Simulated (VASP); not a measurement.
# CdSe (F-43m) in VASP: a series of runs

One crystal, CdSe, is run at these levels: PBE; tasks: single point, relaxation of cell and atoms.

Everything below comes from runs of VASP 6.6.1. Logs are shortened: lines on timing, memory, paths and dates and some standing lists are left out, and cuts for length are marked.

### 1 The crystal as given

It takes space group F-43m (No. 216, cubic). The conventional cell has a = 6.197 Å, b = 6.197 Å, c = 6.197 Å, α = 90.00°, β = 90.00°, γ = 90.00°. Around Cd (site symmetry -43m) lie 4 Se at 2.68 Å. Se (site symmetry -43m) has 4 Cd at 2.68 Å as nearest neighbours.

Measurements of this composition are mostly on another form, of space group No. 186.

### 2 Single point, PBE

INCAR reads:

```
ALGO = Fast
EDIFF = 1E-6
ENCUT = 520
GGA = PE
ISIF = 2
ISMEAR = 0
LASPH = T
LCHARG = F
LREAL = F
LWAVE = F
NBANDS = 16
NELM = 100
PREC = Accurate
SIGMA = 0.02
```

KPOINTS reads:

```
k-points
0
Gamma
  10 10 10
```

POSCAR reads:

```
CdSe
1.0
    0.0000000000      3.0984100563      3.0984100563
    3.0984100563      0.0000000000      3.0984100563
    3.0984100563      3.0984100563      0.0000000000
Cd Se
1 1
Direct
    0.0000000000      0.0000000000      0.0000000000
    0.7500000000      0.7500000000      0.7500000000
```

Potentials or basis: VASP PAW PBE potentials, release 64 (Cd, Se).

Run with:

```sh
$ cat potpaw_PBE.64/Cd/POTCAR potpaw_PBE.64/Se/POTCAR > POTCAR
$ mpirun -np 1 vasp_std > vasp.out
```

OUTCAR:

```text
EDIFF = 1E-6
   ENCUT = 520
   GGA = PE
   ISIF = 2
   ISMEAR = 0
   LASPH = T
   LREAL = F
   NELM = 100
   PREC = Accurate

 ion  position               nearest neighbor table
   1  0.000  0.000  0.000-   2 2.68   2 2.68   2 2.68   2 2.68
   2  0.750  0.750  0.750-   1 2.68   1 2.68   1 2.68   1 2.68

  LATTYP: Found a face centered cubic cell.
 ALAT       =     6.1968201126

  Lattice vectors:

 A1 = (   0.0000000000,   3.0984100563,   3.0984100563)
 A2 = (   3.0984100563,   0.0000000000,   3.0984100563)
 A3 = (   3.0984100563,   3.0984100563,   0.0000000000)

Analysis of symmetry for initial positions (statically):
=====================================================================
 Subroutine PRICEL returns:
 Original cell was already a primitive cell.

 Routine SETGRP: Setting up the symmetry group for a
 face centered cubic supercell.

 Subroutine GETGRP returns: Found 24 space group operations
 (whereof 24 operations were pure point group operations)
 out of a pool of 48 trial point group operations.

The static configuration has the point symmetry T_d .

Analysis of symmetry for dynamics (positions and initial velocities):
=====================================================================
 Subroutine PRICEL returns:
 Original cell was already a primitive cell.

 Routine SETGRP: Setting up the symmetry group for a
 face centered cubic supercell.

 Subroutine GETGRP returns: Found 24 space group operations
 (whereof 24 operations were pure point group operations)
 out of a pool of 48 trial point group operations.

The dynamic configuration has the point symmetry T_d .

 Subroutine INISYM returns: Found 24 space group operations
 (whereof 24 operations are pure point group operations),
 and found     1 'primitive' translations

----------------------------------------------------------------------------------------

                                     Primitive cell

  volume of cell :      59.4904

  direct lattice vectors                    reciprocal lattice vectors
     0.000000000  3.098410056  3.098410056    -0.161373088  0.161373088  0.161373088
     3.098410056  0.000000000  3.098410056     0.161373088 -0.161373088  0.161373088
     3.098410056  3.098410056  0.000000000     0.161373088  0.161373088 -0.161373088

  length of vectors
     4.381813523  4.381813523  4.381813523     0.279506388  0.279506388  0.279506388

  position of ions in fractional coordinates (direct lattice)
     0.000000000  0.000000000  0.000000000
     0.750000000  0.750000000  0.750000000

  ion indices of the primitive-cell ions
   primitive index   ion index
                 1           1
                 2           2

----------------------------------------------------------------------------------------

 KPOINTS: k-points

Automatic generation of k-mesh.
 Grid dimensions read from file:
 generate k-points for:   10   10   10

 Generating k-lattice:

  Cartesian coordinates                     Fractional coordinates (reciprocal lattice)
    -0.016137309  0.016137309  0.016137309     0.100000000  0.000000000  0.000000000
     0.016137309 -0.016137309  0.016137309     0.000000000  0.100000000  0.000000000
     0.016137309  0.016137309 -0.016137309     0.000000000  0.000000000  0.100000000

  Length of vectors
     0.027950639  0.027950639  0.027950639

  Shift w.r.t. Gamma in fractional coordinates (k-lattice)
     0.000000000  0.000000000  0.000000000

 Subroutine IBZKPT returns following result:
 ===========================================

 Found     47 irreducible k-points:

 Following reciprocal coordinates:
            Coordinates               Weight
  0.000000  0.000000  0.000000      1.000000
  0.100000  0.000000  0.000000      8.000000
  0.200000  0.000000  0.000000      8.000000
  0.300000  0.000000  0.000000      8.000000
  0.400000  0.000000  0.000000      8.000000
  0.500000  0.000000  0.000000      4.000000
[... 16 lines left out ...]
  0.300000  0.300000  0.000000      6.000000
  0.400000  0.300000  0.000000     24.000000
 [... further k-points ...]
   k-points           NKPTS =     47   k-points in BZ     NKDIM =     47   number of bands    NBANDS=     16
   number of dos      NEDOS =    301   number of ions     NIONS =      2
   total plane-waves  NPLWV =  46656
   dimension x,y,z NGX =    36 NGY =   36 NGZ =   36
   dimension x,y,z NGXF=    72 NGYF=   72 NGZF=   72
   ions per type =               1   1
   NGX,Y,Z   is equivalent  to a cutoff of  13.66, 13.66, 13.66 a.u.
   NGXF,Y,Z  is equivalent  to a cutoff of  27.32, 27.32, 27.32 a.u.
 SYSTEM =  unknown system
   PREC   = accura    normal or accurate (medium, high low for compatibility)
   ISTART =      0    job   : 0-new  1-cont  2-samecut
   ICHARG =      2    charge: 1-file 2-atom 10-const
   ISPIN  =      1    spin polarized calculation?
   LNONCOLLINEAR =      F non collinear calculations
   LSORBIT =      F    spin-orbit coupling
   LASPH  =      T    aspherical Exc in radial PAW
   ENCUT  =  520.0 eV  38.22 Ry    6.18 a.u.   8.15  8.15  8.15*2*pi/ulx,y,z
   NELM   =    100;   NELMIN=  2; NELMDL= -5     # of ELM steps
   EDIFF  = 0.1E-05   stopping-criterion for ELM
   LREAL  =      F    real-space projection
   EDIFFG = 0.1E-04   stopping-criterion for IOM
   NSW    =      0    number of steps for IOM
   IBRION =     -1    ionic relax: 0-MD 1-quasi-New 2-CG
   NFREE  =      0    steps in history (QN), initial steepest desc. (CG)
   ISIF   =      2    stress and relaxation
   ISYM   =      2    0-nonsym 1-usesym 2-fastsym
   POTIM  = 0.5000    time-step for ionic-motion
   TEBEG  =    0.0;   TEEND  =   0.0 temperature during run
   PSTRESS=    0.0 pullay stress
   NELECT =      18.0000    total number of electrons
   NUPDOWN=      -1.0000    fix difference up-down
   EMIN   =  10.00;   EMAX   =-10.00  energy-range for DOS
   EFERMI =   0.00;   METHOD = LEGACY
   ISMEAR =     0;   SIGMA  =   0.02  broadening in eV -4-tet -1-fermi 0-gaus
   EFERMI_NEDOS =   21; number of points for ismear=-14 and -15
   IALGO  =     68    algorithm
   IMIX   =      4    mixing-type and parameters
     AMIX     =   0.40;   BMIX     =  1.00
     AMIX_MAG =   1.60;   BMIX_MAG =  1.00
  volume/ion in A,a.u.               =      29.75       200.73
  Fermi-wavevector in a.u.,A,eV,Ry     =   1.099048  2.076900 16.434574  1.207907
  Thomas-Fermi vector in A             =   2.235436
   LORBIT       =      0    0 simple, 1 ext, 2 COOP (PROOUT), +10 PAW based schemes
   GGA     = PE    functional components
   LHFCALC =     F    Hartree Fock is set to
   AEXX    =    0.0000 exact exchange contribution
   IVDW    =     0    specifies the selected vdW correction
   LEPSILON=     F    determine dielectric tensor
   LRPA    =     F    only Hartree local field effects (RPA)
 non-spin polarized calculation
 RMM-DIIS sequential band-by-band and
 Gauss-broadening in eV      SIGMA  =   0.02
  energy-cutoff  :      520.00
  volume of cell :       59.49
 maximum number of plane-waves:      1639
 NGX is ok and might be reduce to    36
   NGX = 17   NGY = 17   NGZ = 17

 number of electron      18.0000000 magnetization

 Free energy of the ion-electron system (eV)
  ---------------------------------------------------
  ext. energy  EPLUGINS =         0.00000000
  ---------------------------------------------------
  free energy    TOTEN  =        -5.49992484 eV

  energy without entropy =       -5.49992484  energy(sigma->0) =       -5.49992484

 E-fermi :   0.6348     XC(G=0):  -8.6335

 val. band max:        0.5128813292   @ k =   0.0000   0.0000   0.0000
 cond. band min:       1.0058286494   @ k =   0.0000   0.0000   0.0000
 fundamental gap:      0.4929473202
 Fermi energy:         0.6348201193

 k-point     1 :       0.0000    0.0000    0.0000
  band No.  band energies     occupation
      1     -11.7826      2.00000
      2      -7.2487      2.00000
      3      -7.2487      2.00000
      4      -7.2487      2.00000
      5      -6.9314      2.00000
      6      -6.9314      2.00000
[... 8 lines left out ...]
     15      11.4833      0.00000
     16      11.4833      0.00000

 k-point     2 :       0.1000    0.0000    0.0000
  band No.  band energies     occupation
      1     -11.7520      2.00000
      2      -7.2391      2.00000
      3      -7.2391      2.00000
      4      -7.2204      2.00000
      5      -6.9319      2.00000
      6      -6.9319      2.00000
[... 8 lines left out ...]
     15      10.9136      0.00000
     16      10.9136      0.00000

 k-point     3 :       0.2000    0.0000    0.0000
  band No.  band energies     occupation
      1     -11.6713      2.00000
      2      -7.2153      2.00000
      3      -7.2153      2.00000
      4      -7.1288      2.00000
      5      -6.9314      2.00000
      6      -6.9314      2.00000
[... 8 lines left out ...]
     15      10.4911      0.00000
     16      10.7854      0.00000

 k-point     4 :       0.3000    0.0000    0.0000
  band No.  band energies     occupation
      1     -11.5707      2.00000
      2      -7.1899      2.00000
      3      -7.1899      2.00000
      4      -6.9682      2.00000
      5      -6.9258      2.00000
      6      -6.9258      2.00000
[... 8 lines left out ...]
     15      10.7294      0.00000
     16      10.7294      0.00000

 k-point     5 :       0.4000    0.0000    0.0000
  band No.  band energies     occupation
      1     -11.4887      2.00000
      2      -7.1735      2.00000
      3      -7.1735      2.00000
      4      -6.9163      2.00000
      5      -6.9163      2.00000
      6      -6.7752      2.00000
[... 8 lines left out ...]
     15      11.6071      0.00000
     16      11.6071      0.00000

 k-point     6 :       0.5000    0.0000    0.0000
  band No.  band energies     occupation
      1     -11.4574      2.00000
      2      -7.1683      2.00000
      3      -7.1683      2.00000
      4      -6.9114      2.00000
      5      -6.9114      2.00000
      6      -6.6767      2.00000
[... 8 lines left out ...]
     15      12.4684      0.00000
     16      12.4684      0.00000

 k-point     7 :       0.1000    0.1000    0.0000
  band No.  band energies     occupation
      1     -11.7418      2.00000
      2      -7.2300      2.00000
      3      -7.2300      2.00000
      4      -7.2228      2.00000
      5      -6.9377      2.00000
      6      -6.9267      2.00000
[... 8 lines left out ...]
     15      10.8834      0.00000
     16      11.5705      0.00000

 k-point     8 :       0.2000    0.1000    0.0000
  band No.  band energies     occupation
      1     -11.6780      2.00000
      2      -7.2140      2.00000
      3      -7.2056      2.00000
      4      -7.1552      2.00000
      5      -6.9415      2.00000
      6      -6.9222      2.00000
[... 8 lines left out ...]
     15      11.2990      0.00000
     16      11.5688      0.00000

 k-point     9 :       0.3000    0.1000    0.0000
  band No.  band energies     occupation
      1     -11.5841      2.00000
      2      -7.1915      2.00000
      3      -7.1784      2.00000
      4      -7.0253      2.00000
      5      -6.9307      2.00000
      6      -6.9164      2.00000
[... 8 lines left out ...]
     15      11.2908      0.00000
     16      11.3405      0.00000
[... 172 lines left out ...]
 k-point    19 :       0.5000    0.2000    0.0000
  band No.  band energies     occupation
      1     -11.4230      2.00000
      2      -7.1429      2.00000
      3      -7.1179      2.00000
      4      -6.9619      2.00000
      5      -6.9057      2.00000
      6      -6.6540      2.00000
[... 8 lines left out ...]
     15      12.6165      0.00000
     16      12.6594      0.00000

 k-point    20 :      -0.4000    0.2000    0.0000
  band No.  band energies     occupation
      1     -11.4166      2.00000
      2      -7.1427      2.00000
      3      -7.1247      2.00000
      4      -6.9401      2.00000
      5      -6.9195      2.00000
      6      -6.6205      2.00000
[... 8 lines left out ...]
     15      11.3553      0.00000
     16      12.5056      0.00000

 k-point    21 :      -0.3000    0.2000    0.0000
  band No.  band energies     occupation
      1     -11.4600      2.00000
      2      -7.1478      2.00000
      3      -7.1451      2.00000
      4      -6.9367      2.00000
      5      -6.9357      2.00000
      6      -6.7382      2.00000
[... 8 lines left out ...]
     15      11.4903      0.00000
     16      12.8369      0.00000

 k-point    22 :      -0.2000    0.2000    0.0000
  band No.  band energies     occupation
      1     -11.5368      2.00000
      2      -7.1754      2.00000
      3      -7.1625      2.00000
      4      -6.9721      2.00000
      5      -6.9431      2.00000
      6      -6.8755      2.00000
[... 8 lines left out ...]
     15      11.5809      0.00000
     16      12.6746      0.00000

 k-point    23 :       0.3000    0.3000    0.0000
  band No.  band energies     occupation
      1     -11.5022      2.00000
      2      -7.1108      2.00000
      3      -7.1108      2.00000
      4      -7.0704      2.00000
      5      -6.8990      2.00000
      6      -6.8869      2.00000
[... 8 lines left out ...]
     15      12.2095      0.00000
     16      14.0686      0.00000

 k-point    24 :       0.4000    0.3000    0.0000
  band No.  band energies     occupation
      1     -11.4384      2.00000
      2      -7.1028      2.00000
      3      -7.0834      2.00000
      4      -7.0375      2.00000
      5      -6.8938      2.00000
      6      -6.7794      2.00000
[... 8 lines left out ...]
     15      12.5870      0.00000
     16      13.8683      0.00000

 [... further k-points ...]
[... 5 lines left out ...]
  --------------------------------------------------------------------------------------
  -------------------------------------------------------------------------------------
  Total        0.0846613      0.0846613      0.0846613      0.0000000      0.0000000      0.0000000
  in kB        2.2800739      2.2800739      2.2800739      0.0000000      0.0000000      0.0000000
  external PRESSURE =       2.2800739 kB  Pullay stress =       0.0000000 kB

 VOLUME and BASIS-vectors are now :
 -----------------------------------------------------------------------------
  energy-cutoff  :      520.00
  volume of cell :       59.49
      direct lattice vectors                 reciprocal lattice vectors
     0.000000000  3.098410056  3.098410056    -0.161373088  0.161373088  0.161373088
     3.098410056  0.000000000  3.098410056     0.161373088 -0.161373088  0.161373088
     3.098410056  3.098410056  0.000000000     0.161373088  0.161373088 -0.161373088

 POSITION                                       TOTAL-FORCE (eV/Angst)
 -----------------------------------------------------------------------------------
      0.00000      0.00000      0.00000         0.000000      0.000000      0.000000
      4.64762      4.64762      4.64762        -0.000000     -0.000000     -0.000000
 -----------------------------------------------------------------------------------
    total drift:                                0.000000      0.000000      0.000000

  FREE ENERGIE OF THE ION-ELECTRON SYSTEM (eV)
  ---------------------------------------------------
  free  energy   TOTEN  =        -5.4999248439 eV

  energy  without entropy=       -5.4999248439  energy(sigma->0) =       -5.49992484
```

It took 36 s on 1 thread of Intel Xeon Platinum 8488C (Sapphire Rapids), shared host; peak memory 0.22 GiB.

What came out:

```yaml
Free_energy: -5.4999 eV
Pressure: 0.2 GPa
Band_gap_on_the_k_mesh: 0.49 eV, direct
```

Levels at points of the mesh, in eV from the valence-band top:
| k point | band 7 | band 8 | band 9 | band 10 | band 11 | band 12 |
| --- | --- | --- | --- | --- | --- | --- |
| (0.00, 0.00, 0.00) | 0.00 | 0.00 | 0.00 | 0.49 | 5.93 | 5.93 |
| (0.50, 0.00, 0.00) | -4.07 | -0.67 | -0.67 | 2.32 | 6.43 | 6.43 |
| (0.50, 0.50, 0.00) | -3.83 | -1.67 | -1.67 | 3.24 | 3.69 | 8.86 |

(Part 1 of 2 ends here.)
